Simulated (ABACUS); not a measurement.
Input of an ABACUS 3.10.1 run:

File INPUT:

```
INPUT_PARAMETERS
suffix              MoS2
calculation         scf
basis_type          pw
pseudo_dir          ./
symmetry            1
dft_functional      pbesol
ecutwfc             81
pseudo_rcut         7
nspin               1
nbands              17
ks_solver           dav
smearing_method     fd
smearing_sigma      0.00367493
scf_thr             1e-08
scf_nmax            100
mixing_type         broyden
mixing_beta         0.7
cal_force           1
cal_stress          1
out_chg             1
out_pot             2
out_elf             1
```

STRU

```
ATOMIC_SPECIES
Mo 95.9500 Mo.upf
S 32.0600 S.upf

LATTICE_CONSTANT
1.8897261246

LATTICE_VECTORS
1.5800000000 0.9122134253 6.1500000000
-1.5800000000 0.9122134253 6.1500000000
0.0000000000 -1.8244268506 6.1500000000

ATOMIC_POSITIONS
Direct

Mo
0.0
1
0.0010860000 -0.0053460000 0.0022860000 1 1 1

S
0.0
2
0.3938190000 0.4317550000 0.4335890000 1 1 1
0.2419980000 0.2439430000 0.2603120000 1 1 1
```

The input KPT:

```
K_POINTS
0
Gamma
10 10 10 0 0 0
```

Potentials or basis: PseudoDojo NC SR 0.4.1 PBEsol standard, plane waves.

Launch:

```console
$ OMP_NUM_THREADS=1 mpirun -np 4 abacus > log
```

(1) Estimate the pressure.

(2) Estimate the largest force.

## Answers

(1) -2.9 GPa.

(2) 1.196 eV/Å.
